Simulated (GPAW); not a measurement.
Na2S:

```
S Na
1.0
     0.00000    3.27350    3.27350
     3.27350    0.00000    3.27350
     3.27350    3.27350    0.00000
S Na
1 2
Direct
  0.00000 0.00000 0.00000
  0.75000 0.75000 0.75000
  0.25000 0.25000 0.25000
```

Base run:

| Quantity | Value |
| --- | --- |
| Program | GPAW 26.7.0 |
| Functional | PBEsol |
| Potentials or basis | PAW data sets generated in the run's folder for this functional |
| Cutoff | 800 eV |
| Basis | pw |
| k mesh | 7 × 7 × 7 |
| Occupations | fermi-dirac, width 0.05 eV |
| Spin | no spin polarisation |

Its results: band gap on the k mesh 2.36 eV, direct; pressure -0.5 GPa.

Problem. The run is repeated on the same cell with these changes: functional from PBEsol to LDA; potentials or basis from PAW data sets generated in the run's folder for this functional to the program's PAW data sets (release 1.2.1) made for this functional. What comes out?

Solution. Band gap on the k mesh 2.24 eV, direct; pressure -2.1 GPa.
